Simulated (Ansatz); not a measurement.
**GeTe (R3m, No. 160, 2 atoms in the cell)**

Level of theory: PBE+SOC in Ansatz (PAW).

Numerical settings: plane-wave cutoff 520 eV, 10×10×10 k mesh, Fermi–Dirac smearing 0.01 eV, PAW data made under PBE.

Cell (relaxed with PBEsol):

```xyz
2
Lattice="2.0809 1.2014 3.4882 -2.0809 1.2014 3.4882 0.0000 -2.4028 3.4882" Properties=species:S:1:pos:R:3 pbc="T T T"
Ge     0.0000     0.0000    10.4524
Te     0.0000     0.0000     5.4644
```

```yaml
band_gap: 0.29 eV (indirect)
smallest_direct_gap_on_the_k_points_sampled: 0.44 eV
"Γ–Γ gap": 4.48 eV
```

Note: cell and atoms aren't relaxed at this level (pressure 3.0 GPa).

The computed numbers hold no vibrational or temperature effects.

Ansatz is a quantum-chemistry and plane-wave program.
